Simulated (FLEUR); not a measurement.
# CdS (Hawleyite) (F-43m) in FLEUR: notebook

One crystal, CdS (Hawleyite), is run at these levels: Wu-Cohen GGA; tasks: band structure, equation of state.

All numbers are computed with FLEUR MaX-R8.1 (later development tree); they aren't measurements. Logs are shortened: lines on timing, memory, paths and dates and some standing lists are left out, and cuts for length are marked.

### Step 1. Starting point

Symmetry: F-43m, No. 216, cubic system. Conventional cell: a = 5.833 Å, b = 5.833 Å, c = 5.833 Å, α = 90.00°, β = 90.00°, γ = 90.00°. Around Cd (site symmetry -43m) lie 4 S at 2.53 Å. Around S (site symmetry -43m) lie 4 Cd at 2.53 Å.

### Step 2. Band structure, Wu-Cohen GGA

The input, inp.xml:

```xml
<?xml version="1.0" encoding="UTF-8" standalone="no"?>
<fleurInput fleurInputVersion="0.39">
   <comment>
      CdS                                                                                                 
   </comment>
   <calculationSetup>
      <cutoffs Kmax="5.19" Gmax="16.1" GmaxXC="16.1" numbands="0"/>
      <scfLoop itmax="60" minDistance="0.00001" maxIterBroyd="15" imix="Anderson" alpha="0.05" precondParam="0.0" spinf="2.0" sdNocoIR="T"/>
      <coreElectrons ctail="T" frcor="F" kcrel="0" coretail_lmax="0"/>
      <xcFunctional name="wc" relativisticCorrections="F"/>
      <magnetism jspins="1"/>
      <soc l_soc="F" theta="0.0" phi="0.0" spav="F"/>
      <expertModes spex="0" secvar="F"/>
      <geometryOptimization l_f="F" forcealpha="1.0" forcemix="BFGS" epsdisp="0.00001" epsforce="0.00001"/>
      <ldaU l_linMix="F" mixParam="0.05" spinf="1.0"/>
   </calculationSetup>
   <cell>
      <bzIntegration valenceElectrons="26.0" mode="hist" fermiSmearingEnergy="0.00183747">
         <kPointListSelection listName="default-1"/>
         <!-- k-points included here -->
         <xi:include xmlns:xi="http://www.w3.org/2001/XInclude" href="kpts.xml"> </xi:include>
      </bzIntegration>
      <!-- symmetry operations included here -->
      <xi:include xmlns:xi="http://www.w3.org/2001/XInclude" href="sym.xml"> </xi:include>
      <bulkLattice scale="1.0">
         <bravaisMatrix>
[... 29 lines left out ...]
         </electronConfig>
         <energyParameters s="3" p="3" d="3" f="4"/>
         <lo type="SCLO" l="0" n="3" eDeriv="2"/>
         <lo type="SCLO" l="1" n="3" eDeriv="2"/>
         <lo type="SCLO" l="2" n="3" eDeriv="2"/>
         <lo type="SCLO" l="3" n="4" eDeriv="2"/>
      </species>
   </atomSpecies>
   <atomGroups>
      <atomGroup species="Cadmium (Cd)">
         <relPos label="                   1">.0000000000 .0000000000 .0000000000</relPos>
         <force calculate="T" relaxXYZ="TTT"/>
      </atomGroup>
      <atomGroup species="Sulfur (S)">
         <relPos label="                   2">-1.000/4.000 -1.000/4.000 -1.000/4.000</relPos>
         <force calculate="T" relaxXYZ="TTT"/>
      </atomGroup>
   </atomGroups>
   <output dos="F" band="F" slice="F">
      <checks vchk="F" cdinf="F"/>
      <bandDOS minEnergy="-.5*Htr" maxEnergy="0.5*Htr" sigma="0.015" storeEVData="T"/>
      <vacuumDOS vacdos="F" integ="F" star="F" nstars="0" locx1="0.0" locy1="0.0" locx2="0.0" locy2="0.0" nstm="0" tworkf="0.0"/>
      <unfoldingBand unfoldBand="F" supercellX="1" supercellY="1" supercellZ="1"/>
      <plotting iplot="0" polar="F">
         <plot TwoD="T" vec1="  1.0  0.0  0.0" vec2="  0.0  1.0  0.0" vec3="  0.0  0.0  1.0" zero="  0.0  0.0  0.0" file="plot"/>
      </plotting>
      <chargeDensitySlicing numkpt="0" minEigenval="0.0" maxEigenval="0.0" nnne="0" pallst="F"/>
      <specialOutput eonly="F"/>
      <moessbauerParams electricFieldGradient="T" isomerShift="T" coreHyperfine="T" valenceHyperfine="T"/>
      <magneticCircularDichroism mcd="F" energyLo="-10.0" energyUp="0.0"/>
   </output>
  <!-- We include the file relax.xml here to enable relaxations (see documentation) -->
  <xi:include xmlns:xi="http://www.w3.org/2001/XInclude" href="relax.xml"> <xi:fallback/> </xi:include>
</fleurInput>
```

The input, crystal.txt:

```
CdS
&input cartesian=F /
0.0000000000  2.9165000000  2.9165000000
2.9165000000  0.0000000000  2.9165000000
2.9165000000  2.9165000000  0.0000000000
1.8897261246
1.0 1.0 1.0

2
48 0.0000000000  0.0000000000  0.0000000000
16 0.7500000000  0.7500000000  0.7500000000

&kpt div1=8 div2=8 div3=8 gamma=T /
```

The input, inp.xml (bands):

```
<?xml version="1.0" encoding="UTF-8" standalone="no"?>
<fleurInput fleurInputVersion="0.39">
   <comment>
      CdS                                                                                                 
   </comment>
   <calculationSetup>
      <cutoffs Kmax="5.19" Gmax="16.1" GmaxXC="16.1" numbands="0"/>
      <scfLoop itmax="60" minDistance="0.00001" maxIterBroyd="15" imix="Anderson" alpha="0.05" precondParam="0.0" spinf="2.0" sdNocoIR="T"/>
      <coreElectrons ctail="T" frcor="F" kcrel="0" coretail_lmax="0"/>
      <xcFunctional name="wc" relativisticCorrections="F"/>
      <magnetism jspins="1"/>
      <soc l_soc="F" theta="0.0" phi="0.0" spav="F"/>
      <expertModes spex="0" secvar="F"/>
      <geometryOptimization l_f="F" forcealpha="1.0" forcemix="BFGS" epsdisp="0.00001" epsforce="0.00001"/>
      <ldaU l_linMix="F" mixParam="0.05" spinf="1.0"/>
   </calculationSetup>
   <cell>
      <bzIntegration valenceElectrons="26.0" mode="hist" fermiSmearingEnergy="0.00183747">
         <kPointListSelection listName="path-1"/>
         <!-- k-points included here -->
         <xi:include xmlns:xi="http://www.w3.org/2001/XInclude" href="kpts.xml"> </xi:include>
      </bzIntegration>
      <!-- symmetry operations included here -->
      <xi:include xmlns:xi="http://www.w3.org/2001/XInclude" href="sym.xml"> </xi:include>
      <bulkLattice scale="1.0">
         <bravaisMatrix>
            <row-1>    0.0000000000000000     5.5113862423958997     5.5113862423958997</row-1>
[... 28 lines left out ...]
         </electronConfig>
         <energyParameters s="3" p="3" d="3" f="4"/>
         <lo type="SCLO" l="0" n="3" eDeriv="2"/>
         <lo type="SCLO" l="1" n="3" eDeriv="2"/>
         <lo type="SCLO" l="2" n="3" eDeriv="2"/>
         <lo type="SCLO" l="3" n="4" eDeriv="2"/>
      </species>
   </atomSpecies>
   <atomGroups>
      <atomGroup species="Cadmium (Cd)">
         <relPos label="                   1">.0000000000 .0000000000 .0000000000</relPos>
         <force calculate="T" relaxXYZ="TTT"/>
      </atomGroup>
      <atomGroup species="Sulfur (S)">
         <relPos label="                   2">-1.000/4.000 -1.000/4.000 -1.000/4.000</relPos>
         <force calculate="T" relaxXYZ="TTT"/>
      </atomGroup>
   </atomGroups>
   <output dos="F" band="T" slice="F">
      <checks vchk="F" cdinf="F"/>
      <bandDOS minEnergy="-.5*Htr" maxEnergy="0.5*Htr" sigma="0.015" storeEVData="T"/>
      <vacuumDOS vacdos="F" integ="F" star="F" nstars="0" locx1="0.0" locy1="0.0" locx2="0.0" locy2="0.0" nstm="0" tworkf="0.0"/>
      <unfoldingBand unfoldBand="F" supercellX="1" supercellY="1" supercellZ="1"/>
      <plotting iplot="0" polar="F">
         <plot TwoD="T" vec1="  1.0  0.0  0.0" vec2="  0.0  1.0  0.0" vec3="  0.0  0.0  1.0" zero="  0.0  0.0  0.0" file="plot"/>
      </plotting>
      <chargeDensitySlicing numkpt="0" minEigenval="0.0" maxEigenval="0.0" nnne="0" pallst="F"/>
      <specialOutput eonly="F"/>
      <moessbauerParams electricFieldGradient="T" isomerShift="T" coreHyperfine="T" valenceHyperfine="T"/>
      <magneticCircularDichroism mcd="F" energyLo="-10.0" energyUp="0.0"/>
   </output>
  <!-- We include the file relax.xml here to enable relaxations (see documentation) -->
  <xi:include xmlns:xi="http://www.w3.org/2001/XInclude" href="relax.xml"> <xi:fallback/> </xi:include>
</fleurInput>
```

Potentials or basis: all-electron, FLAPW.

Launch:

```bash
inpgen -f crystal.txt -profile fastHighL
# inp.xml edited to the form shown
fleur_MPI
fleur_MPI   # second run, on inp.xml (bands)
```

Standard output:

```text
Welcome to FLEUR        (www.flapw.de)
      MaX-Release 8.1          (www.max-centre.eu)

 ========== k-point set info ==========
 Selected k-point list: default-1
 k-point list type: mesh
 8 x 8 x 8
 Number of k points: 29

 ------------Calculation Setup---------------------------
 Number of MPI-tasks      :            1
 Number of PE/node        :            1
 Number of OMP-threads    :            1
 Most efficient MPI parallelization for:
           1          29
 Additional eigenvalue parallelization possible
 Number of basis functions:          887
 Approximate size of matrices (H+S) per k-point:         0.023 GB
 --------------------------------------------------------
 Iteration:     1   Distance:       7.86243526 me/bohr^3
 Iteration:     2   Distance:       7.02637081 me/bohr^3
 Iteration:     3   Distance:       3.73669102 me/bohr^3
 Iteration:     4   Distance:       1.54655033 me/bohr^3
 Iteration:     5   Distance:       1.06874326 me/bohr^3
 Iteration:     6   Distance:       0.27628744 me/bohr^3
 Iteration:     7   Distance:       0.21773336 me/bohr^3
 Iteration:     8   Distance:       0.03179675 me/bohr^3
 Iteration:     9   Distance:       0.01771243 me/bohr^3
 Iteration:    10   Distance:       0.00309252 me/bohr^3
 Iteration:    11   Distance:       0.00050376 me/bohr^3
 Iteration:    12   Distance:       0.00049888 me/bohr^3
 Iteration:    13   Distance:       0.00003443 me/bohr^3
 Iteration:    14   Distance:       0.00000837 me/bohr^3

 ********************************************************************
 Run finished successfully
 Stop message:
   all done
 ********************************************************************
```

output (bands):

```text
Welcome to FLEUR        (www.flapw.de)
      MaX-Release 8.1          (www.max-centre.eu)

 ========== k-point set info ==========
 Selected k-point list: path-1
 k-point list type: path
 Number of k points: 60

 ------------Calculation Setup---------------------------
 Number of MPI-tasks      :            1
 Number of PE/node        :            1
 Number of OMP-threads    :            1
 Most efficient MPI parallelization for:
           1           2           3           4           5           6          10          12          15          20          30          60
 Additional eigenvalue parallelization possible
 Number of basis functions:          887
 Approximate size of matrices (H+S) per k-point:         0.023 GB
 --------------------------------------------------------
 Fermi energy correction for insulators:
 No automatic correction of the Fermi energy has been performed.

 Note: Band structure data (together with different weights) is also stored in the banddos.hdf file.
       A convenient way of extracting and plotting the data from that file is by making use of the

 ********************************************************************
 Run finished successfully
 Stop message:
   Charge density postprocessing done.
 ********************************************************************
```

out.xml (last iteration):

```text
<iteration numberForCurrentRun="   14" overallNumber="   14">
         <energyParameters units="Htr">
            <atomicEP atomType="1" spin="1" branch="5s" branchLowest="-3.56" branchHighest="1.17" value="0.0459158976"/>
            <atomicEP atomType="1" spin="1" branch="5p" branchLowest="-2.13" branchHighest="1.82" value="0.2082800519"/>
            <atomicEP atomType="1" spin="1" branch="4d" branchLowest="-14.13" branchHighest="-0.02" value="-0.1047267416"/>
            <atomicEP atomType="1" spin="1" branch="4f" branchLowest="-9.99" branchHighest="2.07" value="0.5253661469"/>
            <loAtomicEP atomType="1" spin="1" branch="4s" branchLowest="-26.62" branchHighest="-3.56" value="-3.5668663357"/>
            <loAtomicEP atomType="1" spin="1" branch="4p" branchLowest="-21.75" branchHighest="-2.13" value="-2.1426057614"/>
            <loAtomicEP atomType="1" spin="1" branch="4p" branchLowest="-21.75" branchHighest="-2.13" value="-2.1426057614"/>
            <loAtomicEP atomType="1" spin="1" branch="4d" branchLowest="-14.13" branchHighest="-0.02" value="-0.1131100271"/>
            <loAtomicEP atomType="1" spin="1" branch="4f" branchLowest="-9.99" branchHighest="2.07" value="0.5253679441"/>
            <atomicEP atomType="2" spin="1" branch="3s" branchLowest="-7.35" branchHighest="0.86" value="-0.3584405980"/>
            <atomicEP atomType="2" spin="1" branch="3p" branchLowest="-5.33" branchHighest="1.45" value="-0.0879764618"/>
            <atomicEP atomType="2" spin="1" branch="3d" branchLowest="-9.99" branchHighest="2.05" value="0.1425057952"/>
            <atomicEP atomType="2" spin="1" branch="4f" branchLowest="-9.99" branchHighest="4.97" value="0.3099694212"/>
            <loAtomicEP atomType="2" spin="1" branch="3s" branchLowest="-7.35" branchHighest="0.86" value="-0.3584405980"/>
            <loAtomicEP atomType="2" spin="1" branch="3p" branchLowest="-5.33" branchHighest="1.45" value="-0.0883840281"/>
            <loAtomicEP atomType="2" spin="1" branch="3d" branchLowest="-9.99" branchHighest="2.05" value="0.1425052678"/>
            <loAtomicEP atomType="2" spin="1" branch="4f" branchLowest="-9.99" branchHighest="4.97" value="0.3099724700"/>
         </energyParameters>
         <eigenvalues>
            <eigenvaluesAt spin="1" ikpt="1" k_x="0.00000000" k_y="0.00000000" k_z="0.00000000">
                      -3.5668644868       -2.1364550524       -2.1364550524       -2.1364550524       -0.3007068011
                      -0.1296481194       -0.1296481194       -0.1296481194       -0.1117964384       -0.1117964384
                       0.1542881464        0.1542881464        0.1542881464        0.1902215472        0.3904190056
                       0.3904190056        0.3904190056        0.5664525750        0.5709834292        0.5709834292
                       0.6353487433
            </eigenvaluesAt>
            <eigenvaluesAt spin="1" ikpt="2" k_x="0.00000000" k_y="0.00000000" k_z="0.12500000">
                      -3.5668644051       -2.1364584617       -2.1364556689       -2.1364556689       -0.2983574781
                      -0.1288126837       -0.1288126837       -0.1277285926       -0.1118400672       -0.1118400672
                       0.1152442083        0.1497419275        0.1497419275        0.2222630118        0.3802821865
                       0.3977550723        0.3977550723        0.5483979170        0.5483979170        0.5869110166
                       0.6215415759
            </eigenvaluesAt>
[... 40 lines left out ...]
            <state n="2" l="1" j="0.5" energy="-5.3657441417" weight="1.0000000000"/>
            <state n="2" l="1" j="1.5" energy="-5.3193355056" weight="2.0000000000"/>
         </coreStates>
         <allElectronCharges>
            <spinDependentCharge spin="1" total="64.0000000" interstitial="3.9569214" mtSpheres="60.0430786"/>
            <totalCharge value="63.9999999971"/>
         </allElectronCharges>
         <moessbauerParams unitsHFF="kG" unitsIS="e/bohr^3" unitsEFG="Htr/bohr^2">
            <coreIsomerShift atomType="1" isTotal="161416.18734">
               <shell n="1" l="0" isomerShift="141542.85182"/>
               <shell n="2" l="0" isomerShift="16329.09371"/>
               <shell n="2" l="1" isomerShift="358.43276"/>
               <shell n="3" l="0" isomerShift="3112.38174"/>
               <shell n="3" l="1" isomerShift="73.42730"/>
               <shell n="3" l="2" isomerShift="0.00001"/>
            </coreIsomerShift>
            <coreIsomerShift atomType="2" isTotal="2927.38535">
               <shell n="1" l="0" isomerShift="2719.74711"/>
               <shell n="2" l="0" isomerShift="207.27739"/>
               <shell n="2" l="1" isomerShift="0.36084"/>
            </coreIsomerShift>
            <isomerShift atomType="1" nucleusRadius="0.0001140" averageDensity="162043.13428"/>
            <isomerShift atomType="2" nucleusRadius="0.0000750" averageDensity="2946.17723"/>
            <electricFieldGradient atomType="1" VXX="0.00000" VYY="0.00000" VZZ="0.00000" asymParam="0.00000">
            </electricFieldGradient>
            <electricFieldGradient atomType="2" VXX="0.00000" VYY="0.00000" VZZ="0.00000" asymParam="0.00000">
            </electricFieldGradient>
         </moessbauerParams>
         <totalEnergy                                    value="    -5994.3104882877" units="Htr">
            <sumOfEigenvalues                            value="    -3582.6069845648">
               <coreElectrons value="-3561.3985565676"/>
               <valenceElectrons value="-21.2084279972"/>
            </sumOfEigenvalues>
            <densityCoulombPotentialIntegral value="-9615.0367882848"/>
            <densityEffectivePotentialIntegral value="-9849.8147573126"/>
            <chargeDenXCDenIntegral value="-179.4449286788"/>
            <FockExchangeEnergyValence value="0.0000000000"/>
            <FockExchangeEnergyCore value="0.0000000000"/>
            <atomTypeDependentContributions atomType="1">
               <electronNucleiInteractionDifferentMTs value="6777.2535749124"/>
               <MadelungTerm value="-18.2565526518"/>
            </atomTypeDependentContributions>
            <atomTypeDependentContributions atomType="2">
               <electronNucleiInteractionDifferentMTs value="468.2884896628"/>
               <MadelungTerm value="-10.7563209874"/>
            </atomTypeDependentContributions>
            <tkbTimesEntropy value="0.0000000000"/>
            <freeEnergy value="-5994.3104882877"/>
            <extrapolationTo0K value="-5994.3104882877"/>
         </totalEnergy>
         <densityConvergence units="me/bohr^3">
            <chargeDensity spin="1" distance="0.0000083684"/>
         </densityConvergence>
      </iteration>
```

It took 4.8 min on 1 thread of Arm Neoverse V1, shared host; peak memory 0.09 GiB.

What came out:

| Item | Value |
| --- | --- |
| Free energy | -163113.4980 eV |
| Band gap on the k mesh | 0.98 eV, direct |
| Band gap along the path | 0.98 eV, direct |
| Valence electrons inside the program's atomic spheres | Cd 18.53; S 3.51 (radii Cd 2.53, S 1.89 bohr) |

Levels at the corners of the path, in eV from the valence-band top:
```tsv
point	band 10	band 11	band 12	band 13	band 14	band 15	band 16	band 17
Γ	-7.24	0.00	0.00	0.00	0.98	6.43	6.43	6.43
X	-6.80	-4.00	-1.90	-1.90	3.39	4.25	9.01	10.65
W	-6.61	-3.95	-2.31	-2.22	5.29	5.35	7.09	7.86
K	-6.66	-3.99	-2.58	-1.55	4.10	5.34	8.30	8.91
Γ	-7.24	0.00	0.00	0.00	0.98	6.43	6.43	6.43
L	-6.86	-4.47	-0.76	-0.76	2.87	6.89	6.89	7.28
U	-6.66	-3.99	-2.58	-1.55	4.10	5.34	8.30	8.91
W	-6.61	-3.95	-2.31	-2.22	5.29	5.35	7.09	7.86
L	-6.86	-4.47	-0.76	-0.76	2.87	6.89	6.89	7.28
K	-6.66	-3.99	-2.58	-1.55	4.10	5.34	8.30	8.91
U	-6.66	-3.99	-2.58	-1.55	4.10	5.34	8.30	8.91
X	-6.80	-4.00	-1.90	-1.90	3.39	4.25	9.01	10.65
```

Core levels (eV from the Fermi level):
| atom | levels |
| --- | --- |
| 1 Cd | 1s1/2 -26501.7, 2s1/2 -3929.6, 2p1/2 -3658.7, 2p3/2 -3466.2, 3s1/2 -728.5, 3p1/2 -619.9, 3p3/2 -585.5, 3d3/2 -393.0, 3d5/2 -386.0 |
| 2 S | 1s1/2 -2397.1, 2s1/2 -204.3, 2p1/2 -150.2, 2p3/2 -148.9 |

### Step 3. Equation of state, Wu-Cohen GGA, 23.32 Å³/atom (volume scaled by 0.94)

Changes to inp.xml since step 2:

```diff
@@ -6,3 +6,3 @@
    <calculationSetup>
-      <cutoffs Kmax="5.19" Gmax="16.1" GmaxXC="16.1" numbands="0"/>
+      <cutoffs Kmax="5.33" Gmax="16.5" GmaxXC="16.5" numbands="0"/>
       <scfLoop itmax="60" minDistance="0.00001" maxIterBroyd="15" imix="Anderson" alpha="0.05" precondParam="0.0" spinf="2.0" sdNocoIR="T"/>
@@ -24,3 +24,3 @@
       <xi:include xmlns:xi="http://www.w3.org/2001/XInclude" href="sym.xml"> </xi:include>
-      <bulkLattice scale="1.0">
+      <bulkLattice scale="0.9795861087">
          <bravaisMatrix>
@@ -34,3 +34,3 @@
       <species name="Cadmium (Cd)" element="Cd" atomicNumber="48">
-         <mtSphere radius="2.53" gridPoints="837" logIncrement="0.015"/>
+         <mtSphere radius="2.45" gridPoints="837" logIncrement="0.015"/>
          <atomicCutoffs lmax="10" lnonsphr="8"/>
@@ -48,3 +48,3 @@
       <species name="Sulfur (S)" element="S" atomicNumber="16">
-         <mtSphere radius="1.89" gridPoints="625" logIncrement="0.018"/>
+         <mtSphere radius="1.84" gridPoints="625" logIncrement="0.018"/>
          <atomicCutoffs lmax="8" lnonsphr="6"/>
```

Potentials or basis: all-electron, FLAPW.

Launch:

```bash
inpgen -f crystal.txt -profile fastHighL
# inp.xml edited to the form shown
fleur_MPI
```

Run time: 4.4 min. Hardware: 1 thread of Arm Neoverse V1, shared host; peak memory 0.09 GiB.

The run converged. Its results:

```
Free energy                                           : -163113.4632 eV
Band gap on the k mesh                                : 1.10 eV, direct
Valence electrons inside the program's atomic spheres : Cd 18.41; S 3.36 (radii Cd 2.45, S 1.84 bohr)
```

### Step 4. Equation of state, Wu-Cohen GGA, 23.82 Å³/atom (volume scaled by 0.96)

Changes to inp.xml since step 3:

```diff
@@ -24,3 +24,3 @@
       <xi:include xmlns:xi="http://www.w3.org/2001/XInclude" href="sym.xml"> </xi:include>
-      <bulkLattice scale="0.9795861087">
+      <bulkLattice scale="0.9864848297">
          <bravaisMatrix>
```

Launch:

```bash
inpgen -f crystal.txt -profile fastHighL
# inp.xml edited to the form shown
fleur_MPI
```

Wall time 5.1 min (1 thread of Arm Neoverse V1, shared host); peak memory 0.09 GiB.

The run converged. Its results:

| Property | Result |
| --- | --- |
| Free energy | -163113.4840 eV |
| Band gap on the k mesh | 1.06 eV, direct |
| Valence electrons inside the program's atomic spheres | Cd 18.39; S 3.35 (radii Cd 2.45, S 1.84 bohr) |

(Part 1 of 2 ends here.)
